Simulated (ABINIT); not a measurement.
# ScH3 (I4/mmm) in ABINIT: single point with LDA

Aim: the single point of ScH3 with LDA.

All numbers are computed with ABINIT 10.8.3 (patched build); they aren't measurements. Logs are shortened: lines on timing, memory, paths and dates and some standing lists are left out, and cuts for length are marked. The log counts tension as positive stress, the text compression.

## (1) The structure

It takes space group I4/mmm (No. 139, tetragonal). The conventional cell has a = 3.322 Å, b = 3.322 Å, c = 4.888 Å, α = 90.00°, β = 90.00°, γ = 90.00°. Around Sc (site symmetry 4/mmm) lie 12 H at 2.06 to 2.35 Å. Around H (site symmetry 4/mmm) lie 8 H at 2.06 Å and 4 Sc at 2.35 Å. H (site symmetry -4m2) has 4 Sc at 2.06 Å and 8 H at 2.06 to 2.35 Å as nearest neighbours.

The cell comes from a database or a generator and needn't be the stable form of this composition.

## (2) Single point, LDA

File run.abi:

```
# Pseudopotentials
pp_dirpath "./"
pseudos "Sc.upf, H.upf"

# Structure
acell 3.3894879084 3.3894879084 3.3894879084 Angstrom
rprim
    -0.4899784348     0.4899784348     0.7210008786
     0.4899784348    -0.4899784348     0.7210008786
     0.4899784348     0.4899784348    -0.7210008786
ntypat 2
znucl 21 1
natom 4
typat 1 2 2 2
xred
     0.0000000000     0.0000000000     0.0000000000
     0.5000000000     0.5000000000     0.0000000000
     0.2500000000     0.7500000000     0.5000000000
     0.7500000000     0.2500000000     0.5000000000

# Plane-wave basis
ecut 39.0

# k points
kptopt 1
ngkpt 8 8 8
nshiftk 1
shiftk 0.0 0.0 0.0

# Exchange and correlation
ixc 7

# Bands and occupations
nband 11
occopt 3
tsmear 0.05 eV

# SCF cycle
nstep 100
tolvrs 1.0e-10

# Output
iomode 3
prtwf 0
prteig 0
prtebands 0
prtden 1
prtvha 1
prtvclmb 1
prtpot 1
prtelf 1
```

Potentials or basis: PseudoDojo NC SR LDA v0.4.1 standard.

Started as:

```bash
> abinit run.abi > log 2>&1
```

run.abo:

```text
.Version 10.8.3 of ABINIT
 Symmetries : space group I4/m m m (#139); Bravais tI (body-center tetrag.)
================================================================================
 Values of the parameters that define the memory need of the present run
     intxc =       0    ionmov =       0      iscf =       7    lmnmax =       6
     lnmax =       6     mgfft =      36  mpssoang =       3    mqgrid =    3001
     natom =       4  nloc_mem =       1    nspden =       1   nspinor =       1
    nsppol =       1      nsym =      16    n1xccc =    2501    ntypat =       2
    occopt =       3   xclevel =       1
       mpw =        2134          nfft =       46656          nkpt =          59
================================================================================
================================================================================

--------------------------------------------------------------------------------
------------- Echo of variables that govern the present computation ------------
--------------------------------------------------------------------------------
 -outvars: echo values of preprocessed input variables --------
            acell      6.4052038540E+00  6.4052038540E+00  6.4052038540E+00 Bohr
              amu      4.49559100E+01  1.00794000E+00
             ecut      3.90000000E+01 Hartree
                       outvar_i_n : Printing only first  50 k-points.
              ixc           7
                       outvar_i_n : Printing only first  50 k-points.
         kptrlatt        8    0    0      0    8    0      0    0    8
          kptrlen      5.02145881E+01
            natom           4
            nband          11
            ngfft          36      36      36
             nkpt          59
            nstep         100
             nsym          16
           ntypat           2
                       prtocc : prtvol=0, do not print more k-points.
           occopt           3
        prtebands           0
           prteig           0
           prtelf           1
           prtpot           1
         prtvclmb           1
           prtvha           1
            prtwf           0
            rprim     -4.8997843480E-01  4.8997843480E-01  7.2100087860E-01
                       4.8997843480E-01 -4.8997843480E-01  7.2100087860E-01
                       4.8997843480E-01  4.8997843480E-01 -7.2100087860E-01
          spgroup         139
           tolvrs      1.00000000E-10
           tsmear      1.83746611E-03 Hartree
            typat      1  2  2  2
                       outvars : Printing only first  50 k-points.
           xangst      0.0000000000E+00  0.0000000000E+00  0.0000000000E+00
                       2.7738940004E-17 -7.3498492221E-17  2.4438237600E+00
                       1.6607759801E+00  1.1750094465E-16  1.2219118800E+00
                       1.1750094465E-16  1.6607759801E+00  1.2219118800E+00
            xcart      0.0000000000E+00  0.0000000000E+00  0.0000000000E+00
                       5.2418999630E-17 -1.3889202097E-16  4.6181576063E+00
                       3.1384117589E+00  2.2204460493E-16  2.3090788032E+00
                       2.2204460493E-16  3.1384117589E+00  2.3090788032E+00
             xred      0.0000000000E+00  0.0000000000E+00  0.0000000000E+00
                       5.0000000000E-01  5.0000000000E-01 -1.3776557695E-17
[... 144 lines left out ...]
    4      0.00000000000000     1.66077598013136     1.22191187998024

 cartesian forces (hartree/bohr) at end:
    1     -0.00000000000000    -0.00000000000000    -0.00000000000000
    2     -0.00000000000000    -0.00000000000000    -0.00000000000000
    3     -0.00000000000000    -0.00000000000000    -0.00000000000000
    4     -0.00000000000000    -0.00000000000000    -0.00000000000000
 frms,max,avg= 0.0000000E+00 0.0000000E+00   0.000E+00  0.000E+00  0.000E+00 h/b

 cartesian forces (eV/Angstrom) at end:
    1     -0.00000000000000    -0.00000000000000    -0.00000000000000
    2     -0.00000000000000    -0.00000000000000    -0.00000000000000
    3     -0.00000000000000    -0.00000000000000    -0.00000000000000
    4     -0.00000000000000    -0.00000000000000    -0.00000000000000
 frms,max,avg= 0.0000000E+00 0.0000000E+00   0.000E+00  0.000E+00  0.000E+00 e/A
 length scales=  6.405203853952  6.405203853952  6.405203853952 bohr
              =  3.389487908400  3.389487908400  3.389487908400 angstroms
 Fermi (or HOMO) energy (hartree) =   0.30842   Average Vxc (hartree)=  -0.41956
 Eigenvalues (hartree) for nkpt=  59  k points:
 kpt#   1, nband= 11, wtk=  0.00195, kpt=  0.0000  0.0000  0.0000 (reduced coord)
  -1.52041   -0.74024   -0.73936   -0.73936   -0.10326    0.28858    0.30281    0.31014
   0.31014    0.35814    0.37645
      occupation numbers for kpt#   1
   2.00000    2.00000    2.00000    2.00000    2.00000    1.99996    1.91011    0.56349
   0.56349    0.00000    0.00000
 prteigrs : prtvol=0 or 1, do not print more k-points.

--- !EnergyTerms
iteration_state     : {dtset: 1, }
comment             : Components of total free energy in Hartree
kinetic             :  1.94106036778766E+01
hartree             :  9.76289341661912E+00
xc                  : -9.11675926188853E+00
Ewald energy        : -3.51944963345829E+01
psp_core            :  1.13295220212244E+00
local_psp           : -3.80730044436079E+01
non_local_psp       :  1.91046164761317E+00
internal            : -5.01673490958479E+01
'-kT*entropy'       : -3.19003349736803E-04
total_energy        : -5.01676680991976E+01
total_energy_eV     : -1.36513179370745E+03
band_energy         : -6.85144695645199E+00
...

 Cartesian components of stress tensor (hartree/bohr^3)
  sigma(1 1)=  2.28377045E-04  sigma(3 2)=  0.00000000E+00
  sigma(2 2)=  2.28377045E-04  sigma(3 1)=  0.00000000E+00
  sigma(3 3)=  2.53636404E-04  sigma(2 1)=  0.00000000E+00

-Cartesian components of stress tensor (GPa)         [Pressure= -6.9668E+00 GPa]
- sigma(1 1)=  6.71908464E+00  sigma(3 2)=  0.00000000E+00
- sigma(2 2)=  6.71908464E+00  sigma(3 1)=  0.00000000E+00
- sigma(3 3)=  7.46224063E+00  sigma(2 1)=  0.00000000E+00

== END DATASET(S) ==============================================================
================================================================================

 -outvars: echo values of variables after computation  --------
            acell      6.4052038540E+00  6.4052038540E+00  6.4052038540E+00 Bohr
           etotal     -5.0167668099E+01
            fcart     -0.0000000000E+00 -0.0000000000E+00 -0.0000000000E+00
                      -0.0000000000E+00 -0.0000000000E+00 -0.0000000000E+00
                      -0.0000000000E+00 -0.0000000000E+00 -0.0000000000E+00
                      -0.0000000000E+00 -0.0000000000E+00 -0.0000000000E+00
            rprim     -4.8997843480E-01  4.8997843480E-01  7.2100087860E-01
                       4.8997843480E-01 -4.8997843480E-01  7.2100087860E-01
                       4.8997843480E-01  4.8997843480E-01 -7.2100087860E-01
           strten      2.2837704502E-04  2.2837704502E-04  2.5363640357E-04
                       0.0000000000E+00  0.0000000000E+00  0.0000000000E+00
           xangst      0.0000000000E+00  0.0000000000E+00  0.0000000000E+00
                       2.7738940004E-17 -7.3498492221E-17  2.4438237600E+00
                       1.6607759801E+00  1.1750094465E-16  1.2219118800E+00
                       1.1750094465E-16  1.6607759801E+00  1.2219118800E+00
             xred      0.0000000000E+00  0.0000000000E+00  0.0000000000E+00
                       5.0000000000E-01  5.0000000000E-01 -1.3776557695E-17
                       2.5000000000E-01  7.5000000000E-01  5.0000000000E-01
                       7.5000000000E-01  2.5000000000E-01  5.0000000000E-01
 Calculation completed.
```

It took 22 s on 1 thread of AMD EPYC 9R45 (Zen 5), shared host; peak memory 0.08 GiB.

What came out:

| Property | Result |
| --- | --- |
| Free energy | -1365.1318 eV |
| Pressure | -7.0 GPa |
| Band gap on the k mesh | none (metal or under the smearing width) |
| Valence electrons inside the program's atomic spheres | Sc 8.48; H 1.30, 1.50 |

Levels at points of the mesh, in eV from the Fermi level:
| k point | band 3 | band 4 | band 5 | band 6 | band 7 | band 8 | band 9 | band 10 | band 11 |
| --- | --- | --- | --- | --- | --- | --- | --- | --- | --- |
| (0.00, 0.00, 0.00) | -28.51 | -28.51 | -11.20 | -0.54 | -0.15 | 0.05 | 0.05 | 1.35 | 1.85 |
| (0.50, 0.00, 0.00) | -28.58 | -28.55 | -7.15 | -6.92 | -0.28 | -0.14 | 0.00 | 2.46 | 2.60 |
| (0.50, 0.50, 0.00) | -28.66 | -28.65 | -6.32 | -5.81 | -5.31 | 2.58 | 2.61 | 2.86 | 5.21 |
| (0.50, 0.50, 0.50) | -28.62 | -28.62 | -6.40 | -5.75 | -5.51 | 2.63 | 2.72 | 2.72 | 4.60 |
